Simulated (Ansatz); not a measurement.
# Hf under changes of volume

One of the cells (22.380 Å³/atom); the others are scaled copies at fixed shape and fractional positions:

```
CELL_PARAMETERS angstrom
3.19670 0.00000 0.00000
-1.59835 2.76842 0.00000
0.00000 0.00000 5.05780
ATOMIC_POSITIONS crystal
Hf 0.66667 0.33333 0.75000
Hf 0.33333 0.66667 0.25000
```

| Quantity | Value |
| --- | --- |
| Program | Ansatz 0.2.0 |
| Functional | HSE06 |
| Potentials or basis | Ansatz PAW |
| Cutoff | 420 eV (not typed: the program's choice for these potentials) |
| k mesh | 6 × 6 × 4 |
| Occupations | fermi-dirac, width 0.05 eV |
| Spin | no spin polarisation |

```tsv
volume (Å³/atom)	energy over the lowest point (meV/atom)	pressure (GPa)
21.037	55.64	10.3
21.485	30.75	7.4
21.933	13.38	4.8
22.380	?	?
22.828	0.00	0.0
23.276	2.98	-2.1
23.723	11.60	-4.1
```

**Question.** What does the run at 22.380 Å³/atom give?

**Answer.** Energy over the lowest point 3.27 meV/atom; pressure 2.3 GPa.

Worked out: A Birch-Murnaghan fit of order 3 (a polynomial in V^(-2/3)) to the other rows has its minimum at 22.84 Å³/atom with B0 = V·E''(V) = 114 GPa (rough, since the energies scatter) at fixed shape and positions, which overstates the stiffness. It gives 3.39 meV/atom at 22.380 Å³/atom, against the run's 3.27, and -dE/dV = 2.4 GPa, against 2.3.

Energies are extrapolated to zero smearing.

Caveats: all runs use coarse meshes; the PAW data sets come from PBE, with cores solved anew for the run's functional, which leaves a small shift of forces and pressure; the thresholds are loose for stress.
